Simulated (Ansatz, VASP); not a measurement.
Given: the input of a run of Ansatz 0.2.0 on GaP.

File input.yaml:

```yaml
crystal:
  lattice:
    - [0.0, 2.72525, 2.72525]
    - [2.72525, 0.0, 2.72525]
    - [2.72525, 2.72525, 0.0]
  atoms:
    - { symbol: Ga, position: [0.0, 0.0, 0.0] }
    - { symbol: P, position: [0.75, 0.75, 0.75] }
hamiltonian:
  xc: revpbe
  pseudopotentials: { kind: paw }
kpoints:
  mp_grid: { grid: [8, 8, 8] }
scf:
  occupations: { method: fermi_dirac, width: 0.05 }
output:
  forces: true
  stress: true
relax:
  f_tol: 0.01
  max_steps: 40
  cell: { stress_tol: 0.05 }
```

Potentials or basis: Ansatz PAW.

Command:

```bash
$ ansatz run input.yaml --threads 2 --pin off --max-ram 5632MiB --backend cpu --events-out ev --progress --plain --runs-dir out
```

Set up the same calculation for VASP 6.6.1. Potentials there: VASP PAW PBE potentials, release 64 (Ga_d, P).

As run (the cutoff follows the program's own potentials):

The input INCAR:

```
SYSTEM = GaP
  PREC = Accurate
  ENCUT = 600
  EDIFF = 1E-7
  ISMEAR = -1
  SIGMA = 0.05
  LREAL = .False.
  LASPH = .True.
  NELM = 100
  ALGO = Normal
  ISIF = 3
  LWAVE = .False.
  LCHARG = .False.
  GGA = RE
  IBRION = 2
  NSW = 40
  EDIFFG = -0.01
```

Contents of KPOINTS:

```
regular mesh
0
Gamma
  8 8 8
  0 0 0
```

Contents of POSCAR:

```
GaP
1.0
    0.0000000000      2.7252500000      2.7252500000
    2.7252500000      0.0000000000      2.7252500000
    2.7252500000      2.7252500000      0.0000000000
Ga P
1 1
Direct
    0.0000000000      0.0000000000      0.0000000000
    0.7500000000      0.7500000000      0.7500000000
```

Potentials or basis: VASP PAW PBE potentials, release 64 (Ga_d, P).

Launch:

```sh
$ cat potpaw_PBE.64/Ga_d/POTCAR potpaw_PBE.64/P/POTCAR > POTCAR
$ mpirun -np 1 vasp_std > vasp.out
```

Both were run:

|  | VASP | Ansatz | Ansatz less VASP |
| --- | --- | --- | --- |
| relaxed volume (Å³/atom) | 21.25 | 21.27 | +0.019 |
| relaxed cell length with the largest relative difference (Å) | 3.917 | 3.918 | +0.0012 |
| energy change over the relaxation (meV/atom) | -12 | -12 | -0.6 |

Caveats: the PAW data sets were made with another functional, which shifts forces and pressure a little (VASP); the plane-wave basis is chosen anew once the cell has moved, so the energies of steps on either side of that aren't comparable (Ansatz); the PAW data sets come from PBE, with cores solved anew for the run's functional, which leaves a small shift of forces and pressure (Ansatz). A k mesh can miss the band edges. revPBE gives volumes clearly too large for solids.
